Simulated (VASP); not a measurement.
# AlN (P6_3mc) in VASP: further runs

One crystal, AlN, is run at these levels: PBEsol, RPBE; tasks: single point, relaxation of cell and atoms.

Program: VASP 6.6.1. These are calculated values, not measurements. Logs are shortened: lines on timing, memory, paths and dates and some standing lists are left out, and cuts for length are marked.

**Experimental background.**

“Structural and optical properties of self-assembled AlN nanowires grown on SiO2/Si substrates by molecular beam epitaxy”, 2024, arxiv:2402.00216 quotes, for a bulk crystal of AlN at 0 K: band gap 6.0343 eV (an exciton energy, a little under the gap).

The results are compared with them further down.

### Step 1. The structure

It takes space group P6_3mc (No. 186, hexagonal). The conventional cell has a = 3.129 Å, b = 3.129 Å, c = 5.017 Å, α = 90.00°, β = 90.00°, γ = 120.00°. Al (site symmetry 3m) has 4 N at 1.90 to 1.91 Å as nearest neighbours. Around N (site symmetry 3m) lie 4 Al at 1.90 to 1.91 Å.

The cell is a database's computed one.

### Step 2. Single point, PBEsol

Input file INCAR:

```
PREC = Accurate
ENCUT = 520
EDIFF = 1E-6
ISMEAR = 0
SIGMA = 0.02
LREAL = False
LASPH = True
NELM = 80
ALGO = Normal
ISIF = 2
LWAVE = False
LCHARG = False
GGA = PS
NBANDS = 16
```

Input file KPOINTS:

```
Automatic mesh
0
Gamma
  9 9 6
```

Input file POSCAR:

```
AlN
1.0
    3.1285881400      0.0000000000      0.0000000000
   -1.5642940700      2.7094368000      0.0000000000
    0.0000000000      0.0000000000      5.0169550000
Al N
2 2
Direct
    0.6666666700      0.3333333300      0.4992870000
    0.3333333300      0.6666666700      0.9992870000
    0.6666666700      0.3333333300      0.8807130000
    0.3333333300      0.6666666700      0.3807130000
```

Potentials or basis: VASP PAW PBE potentials, release 64 (Al, N).

Command:

```console
cat potpaw_PBE.64/Al/POTCAR potpaw_PBE.64/N/POTCAR > POTCAR
mpirun -np 1 vasp_std > vasp.out
```

OUTCAR:

```text
PREC = Accurate
   ENCUT = 520
   EDIFF = 1E-6
   ISMEAR = 0
   LREAL = False
   LASPH = True
   NELM = 80
   ISIF = 2
   GGA = PS

 ion  position               nearest neighbor table
   1  0.667  0.333  0.499-   4 1.90   4 1.90   4 1.90   3 1.91   2 3.09   2 3.09   2 3.09   2 3.09
                             2 3.09   2 3.09
   2  0.333  0.667  0.999-   3 1.90   3 1.90   3 1.90   4 1.91   1 3.09   1 3.09   1 3.09   1 3.09
                             1 3.09   1 3.09
   3  0.667  0.333  0.881-   2 1.90   2 1.90   2 1.90   1 1.91
   4  0.333  0.667  0.381-   1 1.90   1 1.90   1 1.90   2 1.91

  LATTYP: Found a hexagonal cell.
 ALAT       =     3.1285881400
 C/A-ratio  =     1.6035843567

  Lattice vectors:

 A1 = (   3.1285881400,   0.0000000000,   0.0000000000)
 A2 = (  -1.5642940700,   2.7094368000,   0.0000000000)
 A3 = (   0.0000000000,   0.0000000000,   5.0169550000)

Analysis of symmetry for initial positions (statically):
=====================================================================
 Subroutine PRICEL returns:
 Original cell was already a primitive cell.

 Routine SETGRP: Setting up the symmetry group for a
 hexagonal supercell.

 Subroutine GETGRP returns: Found 12 space group operations
 (whereof  6 operations were pure point group operations)
 out of a pool of 24 trial point group operations.

The static configuration has the point symmetry C_3v.
 The point group associated with its full space group is C_6v.

Analysis of symmetry for dynamics (positions and initial velocities):
=====================================================================
 Subroutine PRICEL returns:
 Original cell was already a primitive cell.

 Routine SETGRP: Setting up the symmetry group for a
 hexagonal supercell.

 Subroutine GETGRP returns: Found 12 space group operations
 (whereof  6 operations were pure point group operations)
 out of a pool of 24 trial point group operations.

The dynamic configuration has the point symmetry C_3v.
 The point group associated with its full space group is C_6v.

 Subroutine INISYM returns: Found 12 space group operations
 (whereof  6 operations are pure point group operations),
 and found     1 'primitive' translations

----------------------------------------------------------------------------------------

                                     Primitive cell

  volume of cell :      42.5273

  direct lattice vectors                    reciprocal lattice vectors
     3.128588140  0.000000000  0.000000000     0.319632996  0.184540197  0.000000000
    -1.564294070  2.709436800  0.000000000     0.000000000  0.369080393  0.000000000
     0.000000000  0.000000000  5.016955000     0.000000000  0.000000000  0.199324092

  length of vectors
     3.128588140  3.128588134  5.016955000     0.369080393  0.369080393  0.199324092

  position of ions in fractional coordinates (direct lattice)
     0.666666670  0.333333330  0.499287000
     0.333333330  0.666666670  0.999287000
     0.666666670  0.333333330  0.880713000
     0.333333330  0.666666670  0.380713000

  ion indices of the primitive-cell ions
   primitive index   ion index
                 1           1
                 2           2
                 3           3
                 4           4

----------------------------------------------------------------------------------------

 KPOINTS: Automatic mesh

Automatic generation of k-mesh.
 Grid dimensions read from file:
 generate k-points for:    9    9    6

 Generating k-lattice:

  Cartesian coordinates                     Fractional coordinates (reciprocal lattice)
     0.035514777  0.020504466  0.000000000     0.111111111 -0.000000000  0.000000000
     0.000000000  0.041008933  0.000000000     0.000000000  0.111111111  0.000000000
     0.000000000  0.000000000  0.033220682     0.000000000  0.000000000  0.166666667

  Length of vectors
     0.041008933  0.041008933  0.033220682

  Shift w.r.t. Gamma in fractional coordinates (k-lattice)
     0.000000000  0.000000000  0.000000000

 Subroutine IBZKPT returns following result:
 ===========================================

 Found     48 irreducible k-points:

 Following reciprocal coordinates:
            Coordinates               Weight
  0.000000  0.000000  0.000000      1.000000
  0.111111  0.000000  0.000000      6.000000
  0.222222  0.000000  0.000000      6.000000
  0.333333 -0.000000  0.000000      6.000000
  0.444444  0.000000  0.000000      6.000000
  0.111111  0.111111  0.000000      6.000000
[... 16 lines left out ...]
  0.333333  0.222222  0.166667     24.000000
  0.333333  0.333333  0.166667      4.000000
 [... further k-points ...]
   k-points           NKPTS =     48   k-points in BZ     NKDIM =     48   number of bands    NBANDS=     16
   number of dos      NEDOS =    301   number of ions     NIONS =      4
   total plane-waves  NPLWV =  23040
   dimension x,y,z NGX =    24 NGY =   24 NGZ =   40
   dimension x,y,z NGXF=    48 NGYF=   48 NGZF=   80
   ions per type =               2   2
   NGX,Y,Z   is equivalent  to a cutoff of  12.75, 12.75, 13.25 a.u.
   NGXF,Y,Z  is equivalent  to a cutoff of  25.51, 25.51, 26.51 a.u.
 SYSTEM =  unknown system
   PREC   = accura    normal or accurate (medium, high low for compatibility)
   ISTART =      0    job   : 0-new  1-cont  2-samecut
   ICHARG =      2    charge: 1-file 2-atom 10-const
   ISPIN  =      1    spin polarized calculation?
   LNONCOLLINEAR =      F non collinear calculations
   LSORBIT =      F    spin-orbit coupling
   LASPH  =      T    aspherical Exc in radial PAW
   ENCUT  =  520.0 eV  38.22 Ry    6.18 a.u.   5.82  5.82  9.33*2*pi/ulx,y,z
   NELM   =     80;   NELMIN=  2; NELMDL= -5     # of ELM steps
   EDIFF  = 0.1E-05   stopping-criterion for ELM
   LREAL  =      F    real-space projection
   EDIFFG = 0.1E-04   stopping-criterion for IOM
   NSW    =      0    number of steps for IOM
   IBRION =     -1    ionic relax: 0-MD 1-quasi-New 2-CG
   NFREE  =      0    steps in history (QN), initial steepest desc. (CG)
   ISIF   =      2    stress and relaxation
   ISYM   =      2    0-nonsym 1-usesym 2-fastsym
   POTIM  = 0.5000    time-step for ionic-motion
   TEBEG  =    0.0;   TEEND  =   0.0 temperature during run
   PSTRESS=    0.0 pullay stress
   NELECT =      16.0000    total number of electrons
   NUPDOWN=      -1.0000    fix difference up-down
   EMIN   =  10.00;   EMAX   =-10.00  energy-range for DOS
   EFERMI =   0.00;   METHOD = LEGACY
   ISMEAR =     0;   SIGMA  =   0.02  broadening in eV -4-tet -1-fermi 0-gaus
   EFERMI_NEDOS =   21; number of points for ismear=-14 and -15
   IALGO  =     38    algorithm
   IMIX   =      4    mixing-type and parameters
     AMIX     =   0.40;   BMIX     =  1.00
     AMIX_MAG =   1.60;   BMIX_MAG =  1.00
  volume/ion in A,a.u.               =      10.63        71.75
  Fermi-wavevector in a.u.,A,eV,Ry     =   1.181841  2.233355 19.003903  1.396747
  Thomas-Fermi vector in A             =   2.318106
   LORBIT       =      0    0 simple, 1 ext, 2 COOP (PROOUT), +10 PAW based schemes
   GGA     = PS    functional components
   LHFCALC =     F    Hartree Fock is set to
   AEXX    =    0.0000 exact exchange contribution
   IVDW    =     0    specifies the selected vdW correction
   LEPSILON=     F    determine dielectric tensor
   LRPA    =     F    only Hartree local field effects (RPA)
 non-spin polarized calculation
 Gauss-broadening in eV      SIGMA  =   0.02
  energy-cutoff  :      520.00
  volume of cell :       42.53
 maximum number of plane-waves:      1170
 NGX is ok and might be reduce to    24
   NGX = 11   NGY = 11   NGZ = 19

 number of electron      15.9999998 magnetization

 Free energy of the ion-electron system (eV)
  ---------------------------------------------------
  ext. energy  EPLUGINS =         0.00000000
  ---------------------------------------------------
  free energy    TOTEN  =       -31.30586405 eV

  energy without entropy =      -31.30586405  energy(sigma->0) =      -31.30586405

 E-fermi :   5.9927     XC(G=0): -11.0290

 val. band max:        5.8808628836   @ k =   0.0000   0.0000   0.0000
 cond. band min:       9.8647372409   @ k =   0.0000   0.0000   0.0000
 fundamental gap:      3.9838743573
 Fermi energy:         5.9926657947

 k-point     1 :       0.0000    0.0000    0.0000
  band No.  band energies     occupation
      1      -9.1680      2.00000
      2      -7.0465      2.00000
      3      -0.0891      2.00000
      4       5.0366      2.00000
      5       5.0366      2.00000
      6       5.6816      2.00000
[... 8 lines left out ...]
     15      18.7762      0.00000
     16      18.7762      0.00000

 k-point     2 :       0.1111    0.0000    0.0000
  band No.  band energies     occupation
      1      -9.0127      2.00000
      2      -6.9590      2.00000
      3       0.0965      2.00000
      4       4.3293      2.00000
      5       4.8398      2.00000
      6       4.9935      2.00000
[... 8 lines left out ...]
     15      18.6256      0.00000
     16      18.8008      0.00000

 k-point     3 :       0.2222    0.0000    0.0000
  band No.  band energies     occupation
      1      -8.5719      2.00000
      2      -6.7398      2.00000
      3       0.6356      2.00000
      4       2.8287      2.00000
      5       3.7383      2.00000
      6       4.4351      2.00000
[... 8 lines left out ...]
     15      17.7975      0.00000
     16      18.5922      0.00000

 k-point     4 :       0.3333   -0.0000    0.0000
  band No.  band energies     occupation
      1      -7.9365      2.00000
      2      -6.5272      2.00000
      3       1.3890      2.00000
      4       1.4766      2.00000
      5       2.5659      2.00000
      6       4.0587      2.00000
[... 8 lines left out ...]
     15      17.7014      0.00000
     16      20.0072      0.00000
[... 324 lines left out ...]
 k-point    22 :       0.2222    0.2222    0.1667
  band No.  band energies     occupation
      1      -7.5328      2.00000
      2      -6.5396      2.00000
      3       1.3066      2.00000
      4       1.5430      2.00000
      5       2.8063      2.00000
      6       3.2345      2.00000
[... 8 lines left out ...]
     15      17.8577      0.00000
     16      20.5511      0.00000

 k-point    23 :       0.3333    0.2222    0.1667
  band No.  band energies     occupation
      1      -7.0176      2.00000
      2      -6.5289      2.00000
      3       0.9045      2.00000
      4       1.5795      2.00000
      5       2.3940      2.00000
      6       3.4024      2.00000
[... 8 lines left out ...]
     15      18.4046      0.00000
     16      20.3840      0.00000

 k-point    24 :       0.3333    0.3333    0.1667
  band No.  band energies     occupation
      1      -6.6795      2.00000
      2      -6.6795      2.00000
      3       1.2020      2.00000
      4       1.7206      2.00000
      5       1.7206      2.00000
      6       3.2035      2.00000
[... 8 lines left out ...]
     15      18.7035      0.00000
     16      20.6448      0.00000

 [... further k-points ...]
[... 5 lines left out ...]
  --------------------------------------------------------------------------------------
  -------------------------------------------------------------------------------------
  Total       -0.8237421     -0.8237421     -0.8669355      0.0000000      0.0000000     -0.0000000
  in kB      -31.0337475    -31.0337474    -32.6610185      0.0000000      0.0000000     -0.0000000
  external PRESSURE =     -31.5761711 kB  Pullay stress =       0.0000000 kB

 VOLUME and BASIS-vectors are now :
 -----------------------------------------------------------------------------
  energy-cutoff  :      520.00
  volume of cell :       42.53
      direct lattice vectors                 reciprocal lattice vectors
     3.128588140  0.000000000  0.000000000     0.319632996  0.184540197  0.000000000
    -1.564294070  2.709436800  0.000000000     0.000000000  0.369080393  0.000000000
     0.000000000  0.000000000  5.016955000     0.000000000  0.000000000  0.199324092

 POSITION                                       TOTAL-FORCE (eV/Angst)
 -----------------------------------------------------------------------------------
      1.56429      0.90315      2.50490        -0.000000     -0.000000     -0.006283
     -0.00000      1.80629      5.01338         0.000000      0.000000     -0.006283
      1.56429      0.90315      4.41850         0.000000     -0.000000      0.006283
     -0.00000      1.80629      1.91002        -0.000000      0.000000      0.006283
 -----------------------------------------------------------------------------------
    total drift:                               -0.000009      0.000005      0.000596

  FREE ENERGIE OF THE ION-ELECTRON SYSTEM (eV)
  ---------------------------------------------------
  free  energy   TOTEN  =       -31.3058640541 eV

  energy  without entropy=      -31.3058640541  energy(sigma->0) =      -31.30586405
```

Wall time 14 s (1 thread of AMD EPYC 9R45 (Zen 5), shared host); peak memory 0.14 GiB.

Results:

- Free energy: -31.3059 eV
- Pressure: -3.2 GPa
- Largest force: 0.006 eV/Å
- Band gap on the k mesh: 3.98 eV, direct

Forces in eV/Å, atoms in the order of the input:
```
Al   0.000  0.000 -0.006
Al   0.000  0.000 -0.006
N    0.000  0.000  0.006
N    0.000  0.000  0.006
```

Stress tensor (GPa, compression positive):
```
-3.10  0.00  0.00
 0.00 -3.10  0.00
 0.00  0.00 -3.27
```

Caveat: the PAW data sets were made with another functional, which shifts forces and pressure a little.

(Part 1 of 2 ends here.)
